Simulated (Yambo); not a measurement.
Here is a Yambo 5.3.0 calculation.

g0w09.in

```
gw0
dyson
el_el_corr
rim_cut
HF_and_locXC
ppa
em1d
RandQpts= 1000000
RandGvec= 50 RL
EXXRLvcs= 70 Ry
VXCRLvcs= 70 Ry
Chimod= "HARTREE"
% BndsRnXp
 1 | 127 |
%
NGsBlkXp= 6 Ry
% LongDrXp
 1 | 1 | 1 |
%
PPAPntXp= 27.21138 eV
% GbndRnge
 1 | 127 |
%
GDamping= 0.3 eV
GTermKind= "none"
DysSolver= "n"
ExtendOut
% QPkrange
 1 | 1 | 4 | 9 |
 6 | 6 | 4 | 9 |
 16 | 16 | 4 | 9 |
%
```

The input scf.in:

```
&CONTROL
  calculation = 'scf'
  prefix = 'pwscf'
  outdir = './tmp'
  pseudo_dir = './pseudo'
/
&SYSTEM
  ibrav = 0
  nat = 1
  ntyp = 1
  ecutwfc = 70
  nbnd = 13
  occupations = 'smearing'
  smearing = 'fd'
  degauss = 0.00367493
  force_symmorphic = .true.
/
&ELECTRONS
  conv_thr = 2d-10
  electron_maxstep = 120
  mixing_beta = 0.5
/
ATOMIC_SPECIES
Pb   207.2000 Pb_ONCV_PBE-1.2.upf
CELL_PARAMETERS bohr
   0.0000000000    4.7986473117    4.7986473117
   4.7986473117    0.0000000000    4.7986473117
   4.7986473117    4.7986473117    0.0000000000
ATOMIC_POSITIONS bohr
Pb     0.0000000000    0.0000000000    0.0000000000
K_POINTS automatic
10 10 10 0 0 0
```

File nscf.in:

```
&CONTROL
  calculation = 'nscf'
  prefix = 'pwscf'
  outdir = './tmp'
  pseudo_dir = './pseudo'
/
&SYSTEM
  ibrav = 0
  nat = 1
  ntyp = 1
  ecutwfc = 70
  nbnd = 127
  occupations = 'smearing'
  smearing = 'fd'
  degauss = 0.00367493
  force_symmorphic = .true.
/
&ELECTRONS
  conv_thr = 1d-08
  diago_full_acc = .true.
  diago_thr_init = 1d-06
/
ATOMIC_SPECIES
Pb   207.2000 Pb_ONCV_PBE-1.2.upf
CELL_PARAMETERS bohr
   0.0000000000    4.7986473117    4.7986473117
   4.7986473117    0.0000000000    4.7986473117
   4.7986473117    4.7986473117    0.0000000000
ATOMIC_POSITIONS bohr
Pb     0.0000000000    0.0000000000    0.0000000000
K_POINTS automatic
6 6 6 0 0 0
```

Potentials or basis: SG15 PBE 1.2.

Launch:

```sh
$ OMP_NUM_THREADS=1 pw.x -in scf.in > scf.out
$ OMP_NUM_THREADS=1 pw.x -in nscf.in > nscf.out
$ cd tmp/pwscf.save; p2y; mv SAVE ../..; cd ../..
$ OMP_NUM_THREADS=1 yambo
$ mkdir -p g0w09; ln -s $PWD/g0w00/ndb.pp* g0w09/
$ mkdir -p g0w09; ln -s $PWD/g0w00/ndb.RIM g0w09/
$ OMP_NUM_THREADS=1 yambo -F g0w09.in -J g0w09 -C g0w09_out
```

Q: Predict the band gap on the k mesh, mean-field level.

A: None (metal or under the smearing width).

Quasiparticle terms (eV):
| k point | band | Kohn-Sham level | Vxc | Σx | Σc | Z | result |
| --- | --- | --- | --- | --- | --- | --- | --- |
| (0.000, 0.000, 0.000) | 4 | -17.00 | -20.18 | -22.97 | 5.33 | 0.73 | -15.15 |
| (0.000, 0.000, 0.000) | 5 | -17.00 | -20.18 | -22.97 | 5.33 | 0.73 | -15.15 |
| (0.000, 0.000, 0.000) | 6 | -11.32 | -11.74 | -18.16 | 5.80 | 0.67 | -11.74 |
| (0.000, 0.000, 0.000) | 7 | 6.75 | -12.02 | -8.38 | -4.98 | 0.75 | 5.74 |
| (0.000, 0.000, 0.000) | 8 | 6.75 | -12.02 | -8.38 | -4.98 | 0.75 | 5.74 |
| (0.000, 0.000, 0.000) | 9 | 6.75 | -12.02 | -8.38 | -4.98 | 0.75 | 5.74 |
| (0.000, 0.167, 0.333) | 4 | -16.99 | -20.17 | -22.98 | 5.39 | 0.71 | -15.15 |
| (0.000, 0.167, 0.333) | 5 | -16.92 | -20.26 | -22.99 | 5.31 | 0.72 | -15.07 |
| (0.000, 0.167, 0.333) | 6 | -9.56 | -12.22 | -17.79 | 4.79 | 0.70 | -10.11 |
| (0.000, 0.167, 0.333) | 7 | 0.03 | -10.95 | -10.09 | -1.91 | 0.79 | -0.80 |
| (0.000, 0.167, 0.333) | 8 | 3.76 | -11.25 | -8.18 | -4.07 | 0.78 | 2.97 |
| (0.000, 0.167, 0.333) | 9 | 3.94 | -11.02 | -7.87 | -4.27 | 0.77 | 3.07 |
| (0.167, -0.500, -0.333) | 4 | -16.94 | -20.23 | -22.97 | 5.31 | 0.72 | -15.09 |
| (0.167, -0.500, -0.333) | 5 | -16.86 | -20.33 | -23.02 | 5.32 | 0.71 | -14.99 |
| (0.167, -0.500, -0.333) | 6 | -6.84 | -14.10 | -18.03 | 2.99 | 0.74 | -7.53 |
| (0.167, -0.500, -0.333) | 7 | -2.24 | -9.81 | -12.13 | 1.20 | 0.78 | -3.11 |
| (0.167, -0.500, -0.333) | 8 | -0.08 | -10.14 | -10.52 | -0.67 | 0.79 | -0.91 |
| (0.167, -0.500, -0.333) | 9 | 0.55 | -9.80 | -7.62 | -3.08 | 0.79 | -0.16 |

Caveat: the potentials hold a filled d shell without the s and p states of that shell, which can shift GW gaps by tenths of an eV, either way; the plasmon-pole model is rough for a metal; this version prints the column dSc/dw multiplied by 27.2. Spin-orbit coupling is left out, which matters for the levels of Pb.
